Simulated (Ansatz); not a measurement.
Crystal: Sr.

```
Sr
1.0
     0.00000    3.04235    3.04235
     3.04235    0.00000    3.04235
     3.04235    3.04235    0.00000
Sr
1
Direct
  0.00000 0.00000 0.00000
```

| Item | Value |
| --- | --- |
| Program | Ansatz 0.2.0 |
| Task | relaxation of cell and atoms |
| Functional | PBEsol |
| Potentials or basis | Ansatz PAW |
| Cutoff | 420 eV (not typed: the program's choice for these potentials) |
| k mesh | 8 × 8 × 8 |
| Occupations | fermi-dirac, width 0.05 eV |
| Spin | no spin polarisation |

At the start: volume 56.32 Å³/atom.

How do energy, volume and symmetry change on relaxing?

It ends after 5 steps and the volume is 51.86 Å³/atom (-7.9 %); space group Fm-3m (No. 225, to 0.05 Å).

Step by step:
```csv
step,energy change (eV),largest force (eV/Å),volume (Å³)
1,0.0000,0.0000,56.32
2,-0.0068,0.0000,54.91
3,-0.0134,0.0000,51.50
4,-0.0134,0.0000,51.86
5,-0.0134,0.0000,51.86
```

Final structure:
```yaml
crystal:
  lattice:
    - [0.00000, 2.95985, 2.95985]
    - [2.95985, 0.00000, 2.95985]
    - [2.95985, 2.95985, 0.00000]
  atoms:
    - { symbol: Sr, position: [0.00000, 0.00000, 0.00000] }
```

Caveat: the plane-wave basis is chosen anew once the cell has moved, so the energies of steps on either side of that aren't comparable; the PAW data sets come from PBE, with cores solved anew for the run's functional, which leaves a small shift of forces and pressure.
